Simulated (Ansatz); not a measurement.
MgO: clamped-ion strain scan

Level of theory: DFT r2SCAN, scalar-relativistic, plane waves, PAW in Ansatz. Settings: plane waves to 500 eV, k-mesh 10×10×10 (Γ-centred), Gaussian smearing 0.05 eV. No spin polarisation. Energies are free energies at this smearing, counted from the undisturbed cell; pressure is positive in compression.

Reference structure (as given, not relaxed at this level; it stands at -7.1 GPa):

```yaml
crystal:
  lattice:
    - [0.00000, 2.13515, 2.13515]
    - [2.13515, 0.00000, 2.13515]
    - [2.13515, 2.13515, 0.00000]
  atoms:
    - { symbol: Mg, position: [0.00000, 0.00000, 0.00000] }
    - { symbol: O, position: [0.50000, 0.50000, 0.50000] }
```

The cell is strained by ε times the Voigt pattern (1, 0, 0, 0, 0, 0) (xx, yy, zz, yz, xz, xy; engineering shear) with fractional coordinates fixed.

```tsv
ε	ΔE (meV/atom)	stress summed along the pattern (GPa, tension positive)	pressure (GPa)	gap on the mesh (eV)
-0.1500	275.7	-95.47	38.3	6.52
-0.1125	?	-52.17	20.5	?
-0.0750	26.9	-23.47	8.0	5.90
-0.0375	-3.7	-4.77	-0.9	5.56
0.0000	0.0	7.07	-7.1	5.22
0.0375	25.0	?	-11.4	?
0.0750	62.5	18.28	-14.3	4.45
0.1125	106.7	20.22	-16.4	4.12
0.1312	130.0	20.64	-17.1	3.97
0.1500	?	?	-17.7	3.83
```

(1) Give the withheld values.

## Answers

(1) ΔE (meV/atom) at ε = -0.1125: 110.8; gap on the mesh (eV) at ε = -0.1125: 6.23; stress summed along the pattern (GPa, tension positive) at ε = 0.0375: 14.25; gap on the mesh (eV) at ε = 0.0375: 4.82; ΔE (meV/atom) at ε = 0.1500: 153.7; stress summed along the pattern (GPa, tension positive) at ε = 0.1500: 20.78.